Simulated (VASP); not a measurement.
# AlP (F-43m) in VASP: a series of runs, part 2 of 2

VASP 6.6.1. Earlier steps stand in the parts before.

**5. Relaxation of cell and atoms, PBE**

This run uses another cell than the first one, of 23.21 Å³/atom, 1.111 times its volume.

Contents of INCAR:

```
SYSTEM = AlP
PREC = Accurate ; ENCUT = 500
EDIFF = 1E-7 ; ISMEAR = 0
SIGMA = 0.02 ; LREAL = .FALSE.
LASPH = .TRUE. ; NELM = 120
ALGO = Normal ; ISIF = 3
LWAVE = .FALSE. ; LCHARG = .FALSE.
GGA = PE ; IBRION = 2
NSW = 80 ; EDIFFG = -0.01
GGA_COMPAT = .FALSE. ; NELMIN = 4
```

Contents of KPOINTS:

```
regular mesh
0
G
  8 8 8
  0 0 0
```

Contents of POSCAR:

```
AlP
1.0
    0.0000000000      2.8524634743      2.8524634743
    2.8524634743      0.0000000000      2.8524634743
    2.8524634743      2.8524634743      0.0000000000
Al P
1 1
Direct
    0.7500000000      0.7500000000      0.7500000000
    0.0000000000      0.0000000000      0.0000000000
```

Potentials or basis: VASP PAW PBE potentials, release 64 (Al, P).

Launch:

```
cat potpaw_PBE.64/Al/POTCAR potpaw_PBE.64/P/POTCAR > POTCAR
mpirun -np 1 vasp_std > vasp.out
```

OUTCAR:

```text
SYSTEM = AlP
   PREC = Accurate
   ENCUT = 500
   EDIFF = 1E-7
   ISMEAR = 0
   LREAL = .FALSE.
   LASPH = .TRUE.
   NELM = 120
   ISIF = 3
   GGA = PE
   IBRION = 2
   NSW = 80
   EDIFFG = -0.01
   NELMIN = 4

 ion  position               nearest neighbor table
   1  0.750  0.750  0.750-   2 2.47   2 2.47   2 2.47   2 2.47
   2  0.000  0.000  0.000-   1 2.47   1 2.47   1 2.47   1 2.47

  LATTYP: Found a face centered cubic cell.
 ALAT       =     5.7049269486

  Lattice vectors:

 A1 = (   0.0000000000,   2.8524634743,   2.8524634743)
 A2 = (   2.8524634743,   0.0000000000,   2.8524634743)
 A3 = (   2.8524634743,   2.8524634743,   0.0000000000)

Analysis of symmetry for initial positions (statically):
=====================================================================
 Subroutine PRICEL returns:
 Original cell was already a primitive cell.

 Routine SETGRP: Setting up the symmetry group for a
 face centered cubic supercell.

 Subroutine GETGRP returns: Found 24 space group operations
 (whereof 24 operations were pure point group operations)
 out of a pool of 48 trial point group operations.

The static configuration has the point symmetry T_d .

Analysis of symmetry for dynamics (positions and initial velocities):
=====================================================================
 Subroutine PRICEL returns:
 Original cell was already a primitive cell.

 Routine SETGRP: Setting up the symmetry group for a
 face centered cubic supercell.

 Subroutine GETGRP returns: Found 24 space group operations
 (whereof 24 operations were pure point group operations)
 out of a pool of 48 trial point group operations.

The dynamic configuration has the point symmetry T_d .

 Subroutine INISYM returns: Found 24 space group operations
 (whereof 24 operations are pure point group operations),
 and found     1 'primitive' translations

----------------------------------------------------------------------------------------

                                     Primitive cell

  volume of cell :      46.4184

  direct lattice vectors                    reciprocal lattice vectors
     0.000000000  2.852463474  2.852463474    -0.175287082  0.175287082  0.175287082
     2.852463474  0.000000000  2.852463474     0.175287082 -0.175287082  0.175287082
     2.852463474  2.852463474  0.000000000     0.175287082  0.175287082 -0.175287082

  length of vectors
     4.033992532  4.033992532  4.033992532     0.303606133  0.303606133  0.303606133

  position of ions in fractional coordinates (direct lattice)
     0.750000000  0.750000000  0.750000000
     0.000000000  0.000000000  0.000000000

  ion indices of the primitive-cell ions
   primitive index   ion index
                 1           1
                 2           2

----------------------------------------------------------------------------------------

 KPOINTS: regular mesh

[... 27 lines left out ...]
  0.375000  0.000000  0.000000      8.000000
  0.500000  0.000000  0.000000      4.000000
  0.125000  0.125000  0.000000      6.000000
[... 16 lines left out ...]
  0.500000  0.250000  0.125000     48.000000
 -0.375000  0.250000  0.125000     24.000000
 [... further k-points ...]
   k-points           NKPTS =     29   k-points in BZ     NKDIM =     29   number of bands    NBANDS=      8
   number of dos      NEDOS =    301   number of ions     NIONS =      2
   total plane-waves  NPLWV =  27000
   dimension x,y,z NGX =    30 NGY =   30 NGZ =   30
   dimension x,y,z NGXF=    60 NGYF=   60 NGZF=   60
   ions per type =               1   1
   NGX,Y,Z   is equivalent  to a cutoff of  12.36, 12.36, 12.36 a.u.
   NGXF,Y,Z  is equivalent  to a cutoff of  24.73, 24.73, 24.73 a.u.
 SYSTEM =  AlP
   PREC   = accura    normal or accurate (medium, high low for compatibility)
   ISTART =      0    job   : 0-new  1-cont  2-samecut
   ICHARG =      2    charge: 1-file 2-atom 10-const
   ISPIN  =      1    spin polarized calculation?
   LNONCOLLINEAR =      F non collinear calculations
   LSORBIT =      F    spin-orbit coupling
   LASPH  =      T    aspherical Exc in radial PAW
   ENCUT  =  500.0 eV  36.75 Ry    6.06 a.u.   7.35  7.35  7.35*2*pi/ulx,y,z
   NELM   =    120;   NELMIN=  4; NELMDL= -5     # of ELM steps
   EDIFF  = 0.1E-06   stopping-criterion for ELM
   LREAL  =      F    real-space projection
   EDIFFG = -.1E-01   stopping-criterion for IOM
   NSW    =     80    number of steps for IOM
   IBRION =      2    ionic relax: 0-MD 1-quasi-New 2-CG
   NFREE  =      1    steps in history (QN), initial steepest desc. (CG)
   ISIF   =      3    stress and relaxation
   ISYM   =      2    0-nonsym 1-usesym 2-fastsym
   POTIM  = 0.5000    time-step for ionic-motion
   TEBEG  =    0.0;   TEEND  =   0.0 temperature during run
   PSTRESS=    0.0 pullay stress
   NELECT =       8.0000    total number of electrons
   NUPDOWN=      -1.0000    fix difference up-down
   EMIN   =  10.00;   EMAX   =-10.00  energy-range for DOS
   EFERMI =   0.00;   METHOD = LEGACY
   ISMEAR =     0;   SIGMA  =   0.02  broadening in eV -4-tet -1-fermi 0-gaus
   EFERMI_NEDOS =   21; number of points for ismear=-14 and -15
   IALGO  =     38    algorithm
   IMIX   =      4    mixing-type and parameters
     AMIX     =   0.40;   BMIX     =  1.00
     AMIX_MAG =   1.60;   BMIX_MAG =  1.00
  volume/ion in A,a.u.               =      23.21       156.62
  Fermi-wavevector in a.u.,A,eV,Ry     =   0.911048  1.721632 11.292958  0.830009
  Thomas-Fermi vector in A             =   2.035282
   LORBIT       =      0    0 simple, 1 ext, 2 COOP (PROOUT), +10 PAW based schemes
   GGA     = PE    functional components
   LHFCALC =     F    Hartree Fock is set to
   AEXX    =    0.0000 exact exchange contribution
   IVDW    =     0    specifies the selected vdW correction
   LEPSILON=     F    determine dielectric tensor
   LRPA    =     F    only Hartree local field effects (RPA)
 conjugate gradient relaxation of ions
 non-spin polarized calculation
 Gauss-broadening in eV      SIGMA  =   0.02
  energy-cutoff  :      500.00
  volume of cell :       46.42
 maximum number of plane-waves:      1243
 NGX is ok and might be reduce to    30
   NGX = 15   NGY = 15   NGZ = 15

--------------------------------------- Ionic step        1  -------------------------------------------

 number of electron       7.9999999 magnetization

 Free energy of the ion-electron system (eV)
  ---------------------------------------------------
  ext. energy  EPLUGINS =         0.00000000
  ---------------------------------------------------
  free energy    TOTEN  =       -10.26390808 eV

  energy without entropy =      -10.26390808  energy(sigma->0) =      -10.26390808

------------------------ aborting loop because EDIFF is reached ----------------------------------------

  FORCE on cell =-STRESS in cart. coord.  units (eV):
  Direction    XX          YY          ZZ          XY          YZ          ZX
  --------------------------------------------------------------------------------------
  -------------------------------------------------------------------------------------
  Total       -2.0408061     -2.0408061     -2.0408061     -0.0000000      0.0000000     -0.0000000
  in kB      -70.4404374    -70.4404374    -70.4404374     -0.0000000      0.0000000     -0.0000000
  external PRESSURE =     -70.4404374 kB  Pullay stress =       0.0000000 kB
[... 59 lines left out ...]
--------------------------------------- Ionic step        3  -------------------------------------------

 number of electron       8.0000000 magnetization

 Free energy of the ion-electron system (eV)
  ---------------------------------------------------
  ext. energy  EPLUGINS =         0.00000000
  ---------------------------------------------------
  free energy    TOTEN  =       -10.37733665 eV

  energy without entropy =      -10.37733665  energy(sigma->0) =      -10.37733665

 E-fermi :   4.4377     XC(G=0):  -9.1122

 val. band max:        4.3546479010   @ k =   0.0000   0.0000   0.0000
 cond. band min:       5.9825674755   @ k =   0.5000   0.5000   0.0000
 fundamental gap:      1.6279195745
 Fermi energy:         4.4376663469

 k-point     1 :       0.0000    0.0000    0.0000
  band No.  band energies     occupation
      1      -7.0094      2.00000
      2       4.3546      2.00000
      3       4.3546      2.00000
      4       4.3546      2.00000
      5       7.4481      0.00000
      6       8.8811      0.00000
      7       8.8811      0.00000
      8       8.8811      0.00000
[... 243 lines left out ...]
 k-point    24 :      -0.3750    0.2500    0.1250
  band No.  band energies     occupation
      1      -5.0895      2.00000
      2      -0.7223      2.00000
      3       1.8177      2.00000
      4       2.9101      2.00000
      5       8.2752      0.00000
      6       8.8528      0.00000
      7      11.1633      0.00000
      8      11.9783      0.00000

 [... further k-points ...]
[... 5 lines left out ...]
  --------------------------------------------------------------------------------------
  -------------------------------------------------------------------------------------
  Total        0.0019158      0.0019158      0.0019158      0.0000000      0.0000000      0.0000000
  in kB        0.0735712      0.0735712      0.0735712      0.0000000      0.0000000      0.0000000
  external PRESSURE =       0.0735712 kB  Pullay stress =       0.0000000 kB
[... 17 lines left out ...]
  FREE ENERGIE OF THE ION-ELECTRON SYSTEM (eV)
  ---------------------------------------------------
  free  energy   TOTEN  =       -10.3773366455 eV

  energy  without entropy=      -10.3773366455  energy(sigma->0) =      -10.37733665

 reached required accuracy - stopping structural energy minimisation
```

It took 17 s on 1 thread of Intel Xeon 6975P-C (Granite Rapids), shared host; peak memory 0.16 GiB.

What came out:

- Free energy: -10.3773 eV
- Relaxed volume: 20.86 Å³/atom
- Relaxed cell: a = 3.893 Å, b = 3.893 Å, c = 3.893 Å, α = 60.00°, β = 60.00°, γ = 60.00°
- Space group after relaxing (to 0.05 Å): F-43m (No. 216)
- Energy gained by relaxing: 56.7 meV/atom
- Ionic steps: 3
- Pressure after relaxing: 0.0 GPa
- Band gap on the k mesh: 1.63 eV, indirect (least direct gap 3.09 eV)

Step by step:
| step | energy change (eV) | largest force (eV/Å) | pressure (GPa) | volume (Å³) |
| --- | --- | --- | --- | --- |
| 1 | 0.0000 | 0.0000 | -7.04 | 46.42 |
| 2 | -0.0911 | 0.0000 | 4.08 | 39.90 |
| 3 | -0.1134 | 0.0000 | 0.01 | 41.72 |

Final structure:
```
CELL_PARAMETERS angstrom
0.00000 2.75278 2.75278
2.75278 0.00000 2.75278
2.75278 2.75278 0.00000
ATOMIC_POSITIONS crystal
Al 0.75000 0.75000 0.75000
P 0.00000 0.00000 0.00000
```

Levels at points of the mesh, in eV from the valence-band top:
```csv
k point,band 1,band 2,band 3,band 4,band 5,band 6,band 7,band 8
"(0.00, 0.00, 0.00)",-11.36,0.00,0.00,0.00,3.09,4.53,4.53,4.53
"(0.50, 0.00, 0.00)",-9.75,-5.42,-0.75,-0.75,2.72,4.81,4.81,8.21
"(0.50, 0.50, 0.00)",-9.11,-5.22,-2.05,-2.05,1.63,2.47,10.86,10.86
```

Caveat: the volume moved by -10 % from the deposited cell, more than functionals usually miss. A k mesh can miss the band edges.

**6. Relaxation of cell and atoms, PBE**

This run uses another cell than the first one, of 23.21 Å³/atom, 1.111 times its volume.

Contents of INCAR:

```
ALGO     = Normal         # electronic algorithm
EDIFF    = 1E-7           # SCF threshold, eV
EDIFFG   = -0.01          # ionic threshold
ENCUT    = 500            # plane-wave cutoff, eV
GGA      = PE             # functional
GGA_COMPAT= False        
IBRION   = 2              # ionic algorithm
ISIF     = 3              # what is computed and relaxed
ISMEAR   = 0              # smearing method
LASPH    = True           # aspherical terms in the spheres
LCHARG   = False          # write CHGCAR
LREAL    = False          # projectors in reciprocal space
LWAVE    = False          # write WAVECAR
NELM     = 120            # most SCF steps
NELMIN   = 4            
NSW      = 80             # ionic steps
PREC     = Accurate       # precision mode
SIGMA    = 0.02           # smearing width, eV
```

Contents of KPOINTS:

```
k-points
0
Gamma
  8 8 8
```

POSCAR is that of step 5.

Potentials or basis: VASP PAW PBE potentials, release 64 (Al, P).

Launch:

```
cat potpaw_PBE.64/Al/POTCAR potpaw_PBE.64/P/POTCAR > POTCAR
mpirun -np 1 vasp_std > vasp.out
```

OUTCAR:

```text
EDIFF = 1E-7
   EDIFFG = -0.01
   ENCUT = 500
   GGA = PE
   IBRION = 2
   ISIF = 3
   ISMEAR = 0
   LASPH = True
   LREAL = False
   NELM = 120
   NELMIN = 4
   NSW = 80
   PREC = Accurate

 ion  position               nearest neighbor table
   1  0.750  0.750  0.750-   2 2.47   2 2.47   2 2.47   2 2.47
   2  0.000  0.000  0.000-   1 2.47   1 2.47   1 2.47   1 2.47

  LATTYP: Found a face centered cubic cell.
 ALAT       =     5.7049269486

  Lattice vectors:

 A1 = (   0.0000000000,   2.8524634743,   2.8524634743)
 A2 = (   2.8524634743,   0.0000000000,   2.8524634743)
 A3 = (   2.8524634743,   2.8524634743,   0.0000000000)

Analysis of symmetry for initial positions (statically):
=====================================================================
 Subroutine PRICEL returns:
 Original cell was already a primitive cell.

 Routine SETGRP: Setting up the symmetry group for a
 face centered cubic supercell.

 Subroutine GETGRP returns: Found 24 space group operations
 (whereof 24 operations were pure point group operations)
 out of a pool of 48 trial point group operations.

The static configuration has the point symmetry T_d .

Analysis of symmetry for dynamics (positions and initial velocities):
=====================================================================
[... 168 lines left out ...]
  Total       -2.0408061     -2.0408061     -2.0408061     -0.0000000      0.0000000     -0.0000000
  in kB      -70.4404374    -70.4404374    -70.4404374     -0.0000000      0.0000000     -0.0000000
  external PRESSURE =     -70.4404374 kB  Pullay stress =       0.0000000 kB
[... 59 lines left out ...]
--------------------------------------- Ionic step        3  -------------------------------------------

 number of electron       8.0000000 magnetization

 Free energy of the ion-electron system (eV)
  ---------------------------------------------------
  ext. energy  EPLUGINS =         0.00000000
  ---------------------------------------------------
  free energy    TOTEN  =       -10.37733665 eV

  energy without entropy =      -10.37733665  energy(sigma->0) =      -10.37733665

 E-fermi :   4.4377     XC(G=0):  -9.1122

 val. band max:        4.3546479010   @ k =   0.0000   0.0000   0.0000
 cond. band min:       5.9825674755   @ k =   0.5000   0.5000   0.0000
 fundamental gap:      1.6279195745
 Fermi energy:         4.4376663469

 k-point     1 :       0.0000    0.0000    0.0000
  band No.  band energies     occupation
      1      -7.0094      2.00000
      2       4.3546      2.00000
      3       4.3546      2.00000
      4       4.3546      2.00000
      5       7.4481      0.00000
      6       8.8811      0.00000
      7       8.8811      0.00000
      8       8.8811      0.00000
[... 243 lines left out ...]
 k-point    24 :      -0.3750    0.2500    0.1250
  band No.  band energies     occupation
      1      -5.0895      2.00000
      2      -0.7223      2.00000
      3       1.8177      2.00000
      4       2.9101      2.00000
      5       8.2752      0.00000
      6       8.8528      0.00000
      7      11.1633      0.00000
      8      11.9783      0.00000

 [... further k-points ...]
[... 5 lines left out ...]
  --------------------------------------------------------------------------------------
  -------------------------------------------------------------------------------------
  Total        0.0019158      0.0019158      0.0019158      0.0000000      0.0000000      0.0000000
  in kB        0.0735712      0.0735712      0.0735712      0.0000000      0.0000000      0.0000000
  external PRESSURE =       0.0735712 kB  Pullay stress =       0.0000000 kB
[... 17 lines left out ...]
  FREE ENERGIE OF THE ION-ELECTRON SYSTEM (eV)
  ---------------------------------------------------
  free  energy   TOTEN  =       -10.3773366455 eV

  energy  without entropy=      -10.3773366455  energy(sigma->0) =      -10.37733665

 reached required accuracy - stopping structural energy minimisation
```

OSZICAR:

```text
N       E                     dE             d eps       ncg     rms          rms(c)
DAV:   1     0.858470304336E+01    0.85847E+01   -0.29217E+03   464   0.730E+02
DAV:   2    -0.100813782007E+02   -0.18666E+02   -0.17350E+02   704   0.806E+01
DAV:   3    -0.105755508545E+02   -0.49417E+00   -0.49417E+00   576   0.158E+01
[... 28 lines left out ...]
DAV:   5    -0.103773381724E+02    0.11316E-03   -0.12478E-04   552   0.678E-02    0.446E-02
DAV:   6    -0.103773365963E+02    0.15761E-05   -0.53656E-06   600   0.180E-02    0.163E-02
DAV:   7    -0.103773364065E+02    0.18982E-06   -0.12393E-06   512   0.689E-03    0.536E-03
DAV:   8    -0.103773365875E+02   -0.18102E-06   -0.33313E-08   376   0.134E-03    0.724E-04
DAV:   9    -0.103773366455E+02   -0.57974E-07   -0.22036E-08   240   0.115E-03
   3 F= -.10377337E+02 E0= -.10377337E+02  d E =-.113429E+00
```

Run time: 18 s. Hardware: 1 thread of Intel Xeon 6975P-C (Granite Rapids), shared host; peak memory 0.16 GiB.

Results:

- Free energy: -10.3773 eV
- Relaxed volume: 20.86 Å³/atom
- Relaxed cell: a = 3.893 Å, b = 3.893 Å, c = 3.893 Å, α = 60.00°, β = 60.00°, γ = 60.00°
- Space group after relaxing (to 0.05 Å): F-43m (No. 216)
- Energy gained by relaxing: 56.7 meV/atom
- Ionic steps: 3
- Pressure after relaxing: 0.0 GPa
- Band gap on the k mesh: 1.63 eV, indirect (least direct gap 3.09 eV)

The path:
| step | energy change (eV) | largest force (eV/Å) | pressure (GPa) | volume (Å³) |
| --- | --- | --- | --- | --- |
| 1 | 0.0000 | 0.0000 | -7.04 | 46.42 |
| 2 | -0.0911 | 0.0000 | 4.08 | 39.90 |
| 3 | -0.1134 | 0.0000 | 0.01 | 41.72 |

Final structure:
```yaml
crystal:
  lattice:
    - [0.00000, 2.75278, 2.75278]
    - [2.75278, 0.00000, 2.75278]
    - [2.75278, 2.75278, 0.00000]
  atoms:
    - { symbol: Al, position: [0.75000, 0.75000, 0.75000] }
    - { symbol: P, position: [0.00000, 0.00000, 0.00000] }
```

Levels at points of the mesh, in eV from the valence-band top:
```
           k point  band 2  band 3  band 4  band 5  band 6  band 7
(0.00, 0.00, 0.00)    0.00    0.00    0.00    3.09    4.53    4.53
(0.50, 0.00, 0.00)   -5.42   -0.75   -0.75    2.72    4.81    4.81
(0.50, 0.50, 0.00)   -5.22   -2.05   -2.05    1.63    2.47   10.86
```

Caveat: the volume moved by -10 % from the deposited cell, more than functionals usually miss.

**7. Summary**

```tsv
task	cell	gap on the mesh (eV)	pressure (GPa)	relaxed volume (Å³/atom)
single point	a = 3.895 Å, angles 60.0°, 2 atoms	1.63	-0.1	-
relaxation of cell and atoms	relaxed from a = 3.895 Å, angles 60.0°, 2 atoms	1.63	0.1	20.84
relaxation of cell and atoms	relaxed from a = 4.034 Å, angles 60.0°, 2 atoms	1.63	0.0	20.86
```

Alike in all rows: level PBE; potentials or basis VASP PAW PBE potentials, release 64 (Al, P); no spin polarisation; k mesh 8 × 8 × 8; cutoff (eV) 500; smearing gaussian 0.02 eV.

Caveats: the volume moved by -10 % from the deposited cell, more than functionals usually miss (some runs).

Absolute energies hang on the potentials; compare differences alone.

**8. Comparison with measurements**

Step 2. Measured gap of AlP: 2.505 eV (indirect; 4.2 K; a printed reference work, data compilation). This calculation gives 1.63 eV (-0.87 eV). The value is that of PBE on a finite k mesh, which can miss the band edges, without temperature or zero-point motion. Semilocal functionals fall short of measured gaps as a rule.

Step 3. A measured gap of AlP is 2.505 eV (indirect; 4.2 K; a printed reference work, data compilation); the calculated 1.63 eV misses it by -0.87 eV. The value is that of PBE on a finite k mesh, which can miss the band edges, without temperature or zero-point motion. Semilocal functionals fall short of measured gaps as a rule.
